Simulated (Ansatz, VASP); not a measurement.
One calculation of AlNi, two programs

Contents of INCAR:

```
PREC     = Accurate       # precision mode
ENCUT    = 520            # plane-wave cutoff, eV
EDIFF    = 1E-6           # SCF threshold, eV
ISMEAR   = 0              # smearing method
SIGMA    = 0.013000000000000001 # smearing width, eV
LREAL    = F              # projectors in reciprocal space
LASPH    = T              # aspherical terms in the spheres
NELM     = 150            # most SCF steps
ALGO     = Fast           # electronic algorithm
ISIF     = 2              # what is computed and relaxed
LWAVE    = F              # write WAVECAR
LCHARG   = F              # write CHGCAR
ISPIN    = 2              # spin polarisation
MAGMOM   = 1 0            # initial moments
LORBIT   = 11             # projections on sites
LMAXMIX  = 4              # l up to which the mixer works
GGA      = PE             # functional
NBANDS   = 18             # bands
```

The input KPOINTS:

```
Automatic mesh
0
Gamma
  9 9 9
```

The input POSCAR:

```
AlNi
1.0
    2.8810000000      0.0000000000      0.0000000000
    0.0000000000      2.8810000000      0.0000000000
    0.0000000000      0.0000000000      2.8810000000
Ni Al
1 1
Direct
    0.5000000000      0.5000000000      0.5000000000
    0.0000000000      0.0000000000      0.0000000000
```

input.yaml

```yaml
crystal:
  lattice:
    - [2.881, 0.0, 0.0]
    - [0.0, 2.881, 0.0]
    - [0.0, 0.0, 2.881]
  atoms:
    - { symbol: Ni, position: [0.5, 0.5, 0.5], spin: 1.0 }
    - { symbol: Al, position: [0.0, 0.0, 0.0] }
kpoints:
  mp_grid: { grid: [9, 9, 9] }
scf:
  occupations: { method: gaussian, width: 0.013 }
hamiltonian:
  xc: pbe
  pseudopotentials: { kind: all_electron, lapw: { basis_error: 0.001 } }
magnetization:
  spin_polarized: true
output:
  forces: true
  stress: true
  eigenvalues: true
```

Alike in both runs: task single point; functional PBE; k mesh 9 × 9 × 9; occupations gaussian, width 0.013 eV; collinear spin.

```csv
,VASP,Ansatz
version,VASP 6.6.1,Ansatz 0.2.0
potentials or method,"VASP PAW PBE potentials, release 64 (Ni, Al)","all-electron LAPW, scalar-relativistic"
plane-wave cutoff (eV),520,see its input
```

Ansatz gave:

```
gap on the k mesh at the Fermi level (eV) : none
pressure (GPa)                            : 1.9
net moment per atom (μB)                  : 0.00
```

Problem. What did VASP give for the same quantities?

Solution. gap on the k mesh at the Fermi level (eV): none; pressure (GPa): 1.8; net moment per atom (μB): 0.00.

A gap of «none» marks a metal or a gap that the smearing closes. Ansatz ran all-electron here, so the differences hold the error of VASP's frozen core and of both bases.

Caveats: the starting moments weren't kept (Ansatz).
